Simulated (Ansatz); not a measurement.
# WSe2: the cost of one run

Program: Ansatz 0.2.0. Level of theory: DFT PBE+D3(BJ), scalar-relativistic, plane waves, PAW, and further levels as typed in the inputs. These are calculated values, not measurements.

**1. The structure to begin with**

Symmetry: P-3m1, No. 164, trigonal system. The conventional cell has a = 3.282 Å, b = 3.282 Å, c = 53.750 Å, α = 90.00°, β = 90.00°, γ = 120.00°. Se (site symmetry 3m) has 3 W at 2.53 Å as nearest neighbours. W (site symmetry 3m) has 6 Se at 2.53 Å as nearest neighbours. Only part of the 9 independent sites is listed.

Structure file:

```cif
data_structure
_symmetry_space_group_name_H-M 'P-3m1'
_symmetry_Int_Tables_number 164
_cell_length_a 3.2820
_cell_length_b 3.2820
_cell_length_c 53.7500
_cell_angle_alpha 90.000
_cell_angle_beta 90.000
_cell_angle_gamma 120.000
_cell_volume 501.40
loop_
_atom_site_label
_atom_site_type_symbol
_atom_site_symmetry_multiplicity
_atom_site_Wyckoff_symbol
_atom_site_fract_x
_atom_site_fract_y
_atom_site_fract_z
_atom_site_occupancy
Se1 Se 2 d 0.66667 0.33333 0.16744 1
W1 W 2 d 0.33333 0.66667 0.19860 1
Se2 Se 2 d 0.66667 0.33333 0.22977 1
Se3 Se 2 d 0.33333 0.66667 0.28800 1
W2 W 2 d 0.66667 0.33333 0.31916 1
Se4 Se 2 d 0.33333 0.66667 0.35033 1
Se5 Se 2 d 0.66667 0.33333 0.40856 1
W3 W 2 d 0.33333 0.66667 0.43972 1
Se6 Se 2 d 0.66667 0.33333 0.47088 1
```

**2. Relaxing the atoms: W6Se12 sheet, no spin**

File input.yaml:

```yaml
crystal:
  lattice:
    - [3.282, 0.0, 0.0]
    - [-1.641, 2.8422953752, 0.0]
    - [0.0, 0.0, 53.75]
  atoms:
    - { symbol: Se, position: [0.6666666667, 0.3333333333, 0.1674418605] }
    - { symbol: W, position: [0.3333333333, 0.6666666667, 0.1986046512] }
    - { symbol: Se, position: [0.6666666667, 0.3333333333, 0.2297674419] }
    - { symbol: Se, position: [0.3333333333, 0.6666666667, 0.288] }
    - { symbol: W, position: [0.6666666667, 0.3333333333, 0.3191627907] }
    - { symbol: Se, position: [0.3333333333, 0.6666666667, 0.3503255814] }
    - { symbol: Se, position: [0.6666666667, 0.3333333333, 0.4085581395] }
    - { symbol: W, position: [0.3333333333, 0.6666666667, 0.4397209302] }
    - { symbol: Se, position: [0.6666666667, 0.3333333333, 0.4708837209] }
    - { symbol: Se, position: [0.3333333333, 0.6666666667, 0.5291162791] }
    - { symbol: W, position: [0.6666666667, 0.3333333333, 0.5602790698] }
    - { symbol: Se, position: [0.3333333333, 0.6666666667, 0.5914418605] }
    - { symbol: Se, position: [0.6666666667, 0.3333333333, 0.6496744186] }
    - { symbol: W, position: [0.3333333333, 0.6666666667, 0.6808372093] }
    - { symbol: Se, position: [0.6666666667, 0.3333333333, 0.712] }
    - { symbol: Se, position: [0.3333333333, 0.6666666667, 0.7702325581] }
    - { symbol: W, position: [0.6666666667, 0.3333333333, 0.8013953488] }
    - { symbol: Se, position: [0.3333333333, 0.6666666667, 0.8325581395] }
  periodic: [true, true, false]
scf:
  occupations: { method: gaussian, width: 0.02 }
  n_extra_bands: 6
output:
  forces: true
  stress: false
  write_density: true
  write_potential: true
  elf: true
  volumetric_format: npy
kpoints:
  mp_grid: { grid: [9, 9, 1] }
hamiltonian:
  xc: pbe
  dispersion: d3bj
relax:
  f_tol: 0.008
  max_steps: 100
```

The run is started by

```sh
$ ansatz run input.yaml --threads 8 --pin off --max-ram 24576MiB --backend cpu --events-out ev --progress --plain --runs-dir out
```

What time and memory should one allow on 8 threads of Intel Xeon Platinum 8259CL at 2.50GHz (Skylake/Cascade Lake), shared host?

About 2.9 min, with a peak of 5.4 GiB.
